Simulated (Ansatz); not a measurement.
# Pt: equation of state with PBE

Pt:

```
CELL_PARAMETERS angstrom
2.76067 0.00000 0.00000
-1.38033 2.39081 0.00000
0.00000 0.00000 4.79213
ATOMIC_POSITIONS crystal
Pt 0.33333 0.66667 0.25000
Pt 0.66667 0.33333 0.75000
```

This isn't the form of Pt at room conditions, which is fcc.

```
Program             : Ansatz 0.2.0
Task                : equation of state
Functional          : PBE
Potentials or basis : Ansatz PAW
Cutoff              : 420 eV
Density cutoff      : 1680 eV
k mesh              : 11 × 11 × 6
Occupations         : fermi-dirac, width 0.05 eV
Spin                : no spin polarisation
```

The equilibrium volume is 15.78 Å³/atom, the bulk modulus at fixed shape and positions is 242 GPa and the pressure derivative of the bulk modulus is 5.5.

Energy against volume, from the lowest point:
```csv
volume (Å³/atom),energy (meV/atom)
14.866,44.98
15.182,18.24
15.498,3.74
15.815,0.00
16.131,5.71
16.447,19.73
16.763,41.02
```

All runs of the series together: 10 s on 2 threads of Intel(R) Xeon(R) Platinum 8259CL CPU @ 2.50GHz (Skylake/Cascade Lake) (shared host).

Caveat: the cell was scaled at fixed shape and fractional positions, which overstates the stiffness of a crystal with free parameters, most of all of layers and chains. The run has no spin-orbit coupling, so splittings on Pt are missing.
